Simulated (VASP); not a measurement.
# Bi2Se3 (Paraguanajuatite) (R-3m) in VASP: settings compared

One crystal, Bi2Se3 (Paraguanajuatite), is run at these levels: PBE, PBEsol+D4, BLYP+D4; tasks: single point.

Program: VASP 6.6.1. These are calculated values, not measurements. Logs are shortened: lines on timing, memory, paths and dates and some standing lists are left out, and cuts for length are marked.

## 1. The crystal as given

Symmetry: R-3m, No. 166, trigonal system. Conventional cell: a = 4.143 Å, b = 4.143 Å, c = 28.636 Å, α = 90.00°, β = 90.00°, γ = 120.00°. Around Bi (site symmetry 3m) lie 6 Se at 2.85 to 3.07 Å. Around Se (site symmetry 3m) lie 3 Bi at 2.85 Å. Se (site symmetry -3m) is surrounded by 6 Bi at 3.07 Å.

## 2. Single point, PBE

Input file INCAR:

```
PREC     = Accurate       # precision mode
ENCUT    = 520            # plane-wave cutoff, eV
EDIFF    = 1E-6           # SCF threshold, eV
ISMEAR   = -1             # smearing method
SIGMA    = 0.05           # smearing width, eV
LREAL    = F              # projectors in reciprocal space
LASPH    = T              # aspherical terms in the spheres
NELM     = 80             # most SCF steps
ALGO     = Fast           # electronic algorithm
ISIF     = 2              # what is computed and relaxed
LWAVE    = F              # write WAVECAR
LCHARG   = T              # write CHGCAR
GGA      = PE             # functional
LELF     = T              # ELF
LVHAR    = T            
NBANDS   = 32             # bands
```

Input file KPOINTS:

```
regular mesh
0
Gamma
  8 8 8
```

Input file POSCAR:

```
Bi2Se3
1.0
    2.0715000000      1.1959810826      9.5453333333
   -2.0715000000      1.1959810826      9.5453333333
    0.0000000000     -2.3919621653      9.5453333333
Bi Se
2 3
Direct
    0.5992000000      0.5992000000      0.5992000000
    0.4008000000      0.4008000000      0.4008000000
    0.7883000000      0.7883000000      0.7883000000
    0.2117000000      0.2117000000      0.2117000000
    0.0000000000      0.0000000000      0.0000000000
```

Potentials or basis: VASP PAW PBE potentials, release 64 (Bi_d, Se).

Command:

```bash
> cat potpaw_PBE.64/Bi_d/POTCAR potpaw_PBE.64/Se/POTCAR > POTCAR
> mpirun -np 1 vasp_std > vasp.out
```

OUTCAR:

```text
PREC = Accurate
   ENCUT = 520
   EDIFF = 1E-6
   ISMEAR = -1
   LREAL = F
   LASPH = T
   NELM = 80
   ISIF = 2
   GGA = PE

 ion  position               nearest neighbor table
   1  0.599  0.599  0.599-   4 2.85   4 2.85   4 2.85   5 3.07   5 3.07   5 3.07
   2  0.401  0.401  0.401-   3 2.85   3 2.85   3 2.85   5 3.07   5 3.07   5 3.07
   3  0.788  0.788  0.788-   2 2.85   2 2.85   2 2.85
   4  0.212  0.212  0.212-   1 2.85   1 2.85   1 2.85
   5  0.000  0.000  0.000-   1 3.07   1 3.07   2 3.07   2 3.07   1 3.07   2 3.07

  LATTYP: Found a trigonal (rhomboedric) cell.
 ALAT       =     9.8404710987
 COS(alpha) =     0.9113725833

  Lattice vectors:

 A1 = (   2.0715000000,   1.1959810826,   9.5453333333)
 A2 = (  -2.0715000000,   1.1959810826,   9.5453333333)
 A3 = (   0.0000000000,  -2.3919621653,   9.5453333333)

Analysis of symmetry for initial positions (statically):
=====================================================================
 Subroutine PRICEL returns:
 Original cell was already a primitive cell.

 Routine SETGRP: Setting up the symmetry group for a
 trigonal (rhombohedral) supercell.

 Subroutine GETGRP returns: Found 12 space group operations
 (whereof 12 operations were pure point group operations)
 out of a pool of 12 trial point group operations.

The static configuration has the point symmetry D_3d.

Analysis of symmetry for dynamics (positions and initial velocities):
=====================================================================
 Subroutine PRICEL returns:
 Original cell was already a primitive cell.

 Routine SETGRP: Setting up the symmetry group for a
 trigonal (rhombohedral) supercell.

 Subroutine GETGRP returns: Found 12 space group operations
 (whereof 12 operations were pure point group operations)
 out of a pool of 12 trial point group operations.

The dynamic configuration has the point symmetry D_3d.

 Subroutine INISYM returns: Found 12 space group operations
 (whereof 12 operations are pure point group operations),
 and found     1 'primitive' translations

----------------------------------------------------------------------------------------

                                     Primitive cell

  volume of cell :     141.8899

  direct lattice vectors                    reciprocal lattice vectors
     2.071500000  1.195981083  9.545333333     0.241370987  0.139355604  0.034921078
    -2.071500000  1.195981083  9.545333333    -0.241370987  0.139355604  0.034921078
     0.000000000 -2.391962165  9.545333333     0.000000000 -0.278711209  0.034921078

  length of vectors
     9.840471099  9.840471099  9.840471099     0.280890405  0.280890405  0.280890405

  position of ions in fractional coordinates (direct lattice)
     0.599200000  0.599200000  0.599200000
     0.400800000  0.400800000  0.400800000
     0.788300000  0.788300000  0.788300000
     0.211700000  0.211700000  0.211700000
     0.000000000  0.000000000  0.000000000

  ion indices of the primitive-cell ions
   primitive index   ion index
                 1           1
                 2           2
                 3           3
                 4           4
                 5           5

----------------------------------------------------------------------------------------

 KPOINTS: regular mesh

Automatic generation of k-mesh.
 Grid dimensions read from file:
 generate k-points for:    8    8    8

 Generating k-lattice:

  Cartesian coordinates                     Fractional coordinates (reciprocal lattice)
     0.030171373  0.017419451  0.004365135     0.125000000 -0.000000000  0.000000000
    -0.030171373  0.017419451  0.004365135    -0.000000000  0.125000000  0.000000000
     0.000000000 -0.034838901  0.004365135     0.000000000  0.000000000  0.125000000

  Length of vectors
     0.035111301  0.035111301  0.035111301

  Shift w.r.t. Gamma in fractional coordinates (k-lattice)
     0.000000000  0.000000000  0.000000000

 Subroutine IBZKPT returns following result:
 ===========================================

 Found     65 irreducible k-points:

 Following reciprocal coordinates:
            Coordinates               Weight
  0.000000  0.000000  0.000000      1.000000
  0.125000  0.000000 -0.000000      6.000000
  0.250000  0.000000 -0.000000      6.000000
  0.375000 -0.000000 -0.000000      6.000000
  0.500000  0.000000 -0.000000      3.000000
  0.125000  0.125000 -0.000000      6.000000
[... 16 lines left out ...]
  0.250000  0.125000  0.125000      6.000000
  0.375000  0.125000  0.125000      6.000000
 [... further k-points ...]
   k-points           NKPTS =     65   k-points in BZ     NKDIM =     65   number of bands    NBANDS=     32
   number of dos      NEDOS =    301   number of ions     NIONS =      5
   total plane-waves  NPLWV = 512000
   dimension x,y,z NGX =    80 NGY =   80 NGZ =   80
   dimension x,y,z NGXF=   160 NGYF=  160 NGZF=  160
   ions per type =               2   3
   NGX,Y,Z   is equivalent  to a cutoff of  13.52, 13.52, 13.52 a.u.
   NGXF,Y,Z  is equivalent  to a cutoff of  27.03, 27.03, 27.03 a.u.
 SYSTEM =  unknown system
   PREC   = accura    normal or accurate (medium, high low for compatibility)
   ISTART =      0    job   : 0-new  1-cont  2-samecut
   ICHARG =      2    charge: 1-file 2-atom 10-const
   ISPIN  =      1    spin polarized calculation?
   LNONCOLLINEAR =      F non collinear calculations
   LSORBIT =      F    spin-orbit coupling
   LASPH  =      T    aspherical Exc in radial PAW
   ENCUT  =  520.0 eV  38.22 Ry    6.18 a.u.  18.30 18.30 18.30*2*pi/ulx,y,z
   NELM   =     80;   NELMIN=  2; NELMDL= -5     # of ELM steps
   EDIFF  = 0.1E-05   stopping-criterion for ELM
   LREAL  =      F    real-space projection
   EDIFFG = 0.1E-04   stopping-criterion for IOM
   NSW    =      0    number of steps for IOM
   IBRION =     -1    ionic relax: 0-MD 1-quasi-New 2-CG
   NFREE  =      0    steps in history (QN), initial steepest desc. (CG)
   ISIF   =      2    stress and relaxation
   ISYM   =      2    0-nonsym 1-usesym 2-fastsym
   POTIM  = 0.5000    time-step for ionic-motion
   TEBEG  =    0.0;   TEEND  =   0.0 temperature during run
   PSTRESS=    0.0 pullay stress
   NELECT =      48.0000    total number of electrons
   NUPDOWN=      -1.0000    fix difference up-down
   EMIN   =  10.00;   EMAX   =-10.00  energy-range for DOS
   EFERMI =   0.00;   METHOD = LEGACY
   ISMEAR =    -1;   SIGMA  =   0.05  broadening in eV -4-tet -1-fermi 0-gaus
   EFERMI_NEDOS =   21; number of points for ismear=-14 and -15
   IALGO  =     68    algorithm
   IMIX   =      4    mixing-type and parameters
     AMIX     =   0.40;   BMIX     =  1.00
     AMIX_MAG =   1.60;   BMIX_MAG =  1.00
  volume/ion in A,a.u.               =      28.38       191.50
  Fermi-wavevector in a.u.,A,eV,Ry     =   1.140700  2.155610 17.703848  1.301196
  Thomas-Fermi vector in A             =   2.277401
   LORBIT       =      0    0 simple, 1 ext, 2 COOP (PROOUT), +10 PAW based schemes
   GGA     = PE    functional components
   LHFCALC =     F    Hartree Fock is set to
   AEXX    =    0.0000 exact exchange contribution
   IVDW    =     0    specifies the selected vdW correction
   LEPSILON=     F    determine dielectric tensor
   LRPA    =     F    only Hartree local field effects (RPA)
 non-spin polarized calculation
 RMM-DIIS sequential band-by-band and
  energy-cutoff  :      520.00
  volume of cell :      141.89
 maximum number of plane-waves:      3857
 NGX is ok and might be reduce to    80
   NGX = 37   NGY = 37   NGZ = 37

 number of electron      47.9999997 magnetization

 Free energy of the ion-electron system (eV)
  ---------------------------------------------------
  ext. energy  EPLUGINS =         0.00000000
  ---------------------------------------------------
  free energy    TOTEN  =       -20.15509269 eV

  energy without entropy =      -20.15488048  energy(sigma->0) =      -20.15498658

 E-fermi :   5.0791     XC(G=0):  -9.4968

 val. band max:        4.9703655465   @ k =   0.0000   0.0000   0.0000
 cond. band min:       5.1837318585   @ k =   0.0000   0.0000   0.0000
 fundamental gap:      0.2133663120
 Fermi energy:         5.0790893907

 k-point     1 :       0.0000    0.0000    0.0000
  band No.  band energies     occupation
      1     -18.1603      2.00000
      2     -18.1603      2.00000
      3     -18.1585      2.00000
      4     -18.1585      2.00000
      5     -18.1528      2.00000
      6     -18.1502      2.00000
[... 24 lines left out ...]
     31      10.8010      0.00000
     32      12.0165      0.00000

 k-point     2 :       0.1250    0.0000   -0.0000
  band No.  band energies     occupation
      1     -18.1625      2.00000
      2     -18.1604      2.00000
      3     -18.1566      2.00000
      4     -18.1549      2.00000
      5     -18.1505      2.00000
      6     -18.1480      2.00000
[... 24 lines left out ...]
     31      10.4389      0.00000
     32      11.0263      0.00000

 k-point     3 :       0.2500    0.0000   -0.0000
  band No.  band energies     occupation
      1     -18.1692      2.00000
      2     -18.1659      2.00000
      3     -18.1497      2.00000
      4     -18.1494      2.00000
      5     -18.1476      2.00000
      6     -18.1453      2.00000
[... 24 lines left out ...]
     31       9.5567      0.00000
     32      11.2054      0.00000

 k-point     4 :       0.3750   -0.0000   -0.0000
  band No.  band energies     occupation
      1     -18.1769      2.00000
      2     -18.1723      2.00000
      3     -18.1536      2.00000
      4     -18.1488      2.00000
      5     -18.1480      2.00000
      6     -18.1441      2.00000
[... 24 lines left out ...]
     31       9.4540      0.00000
     32      11.3066      0.00000

 k-point     5 :       0.5000    0.0000   -0.0000
  band No.  band energies     occupation
      1     -18.1802      2.00000
      2     -18.1751      2.00000
      3     -18.1551      2.00000
      4     -18.1502      2.00000
      5     -18.1483      2.00000
      6     -18.1437      2.00000
[... 584 lines left out ...]
     31      10.2497      0.00000
     32      11.8047      0.00000

 k-point    22 :       0.1250    0.1250    0.1250
  band No.  band energies     occupation
      1     -18.1603      2.00000
      2     -18.1603      2.00000
      3     -18.1585      2.00000
      4     -18.1585      2.00000
      5     -18.1528      2.00000
      6     -18.1502      2.00000
[... 24 lines left out ...]
     31      10.8035      0.00000
     32      11.8054      0.00000

 k-point    23 :       0.2500    0.1250    0.1250
  band No.  band energies     occupation
      1     -18.1625      2.00000
      2     -18.1604      2.00000
      3     -18.1566      2.00000
      4     -18.1549      2.00000
      5     -18.1504      2.00000
      6     -18.1480      2.00000
[... 24 lines left out ...]
     31      10.3996      0.00000
     32      11.2123      0.00000

 k-point    24 :       0.3750    0.1250    0.1250
  band No.  band energies     occupation
      1     -18.1691      2.00000
      2     -18.1659      2.00000
      3     -18.1497      2.00000
      4     -18.1494      2.00000
      5     -18.1476      2.00000
      6     -18.1453      2.00000
[... 24 lines left out ...]
     31       9.6337      0.00000
     32      11.2817      0.00000

 [... further k-points ...]

------------------------ aborting loop because EDIFF is reached ----------------------------------------

  FORCE on cell =-STRESS in cart. coord.  units (eV):
  Direction    XX          YY          ZZ          XY          YZ          ZX
  --------------------------------------------------------------------------------------
  -------------------------------------------------------------------------------------
  Total        2.2719402      2.2719402      2.2915081      0.0000000     -0.0000000      0.0000000
  in kB       25.6540463     25.6540463     25.8750016      0.0000000     -0.0000000      0.0000000
  external PRESSURE =      25.7276981 kB  Pullay stress =       0.0000000 kB

 VOLUME and BASIS-vectors are now :
 -----------------------------------------------------------------------------
  energy-cutoff  :      520.00
  volume of cell :      141.89
      direct lattice vectors                 reciprocal lattice vectors
     2.071500000  1.195981083  9.545333333     0.241370987  0.139355604  0.034921078
    -2.071500000  1.195981083  9.545333333    -0.241370987  0.139355604  0.034921078
     0.000000000 -2.391962165  9.545333333     0.000000000 -0.278711209  0.034921078

 POSITION                                       TOTAL-FORCE (eV/Angst)
 -----------------------------------------------------------------------------------
      0.00000     -0.00000     17.15869         0.000000     -0.000000      0.167908
      0.00000     -0.00000     11.47731         0.000000      0.000000     -0.167908
      0.00000     -0.00000     22.57376         0.000000     -0.000000      0.171492
      0.00000     -0.00000      6.06224         0.000000      0.000000     -0.171492
      0.00000      0.00000      0.00000         0.000000      0.000000      0.000000
 -----------------------------------------------------------------------------------
    total drift:                                0.000000      0.000000     -0.000000

  FREE ENERGIE OF THE ION-ELECTRON SYSTEM (eV)
  ---------------------------------------------------
  free  energy   TOTEN  =       -20.1550926905 eV

  energy  without entropy=      -20.1548804769  energy(sigma->0) =      -20.15498658
```

Wall time 28 min (1 thread of Intel Xeon Platinum 8488C (Sapphire Rapids), shared host); peak memory 1.1 GiB.

Results:

- Free energy: -20.1551 eV
- Pressure: 2.6 GPa
- Largest force: 0.171 eV/Å
- Band gap on the k mesh: 0.21 eV, direct

Forces in eV/Å, atoms in the order of the input:
```
Bi   0.000  0.000  0.168
Bi   0.000  0.000 -0.168
Se   0.000  0.000  0.171
Se   0.000  0.000 -0.171
Se   0.000  0.000  0.000
```

Caveat: spin-orbit coupling is left out, which as a rule narrows the gap of such compounds by several tenths of an eV. A k mesh can miss the band edges.

(Part 1 of 2 ends here.)
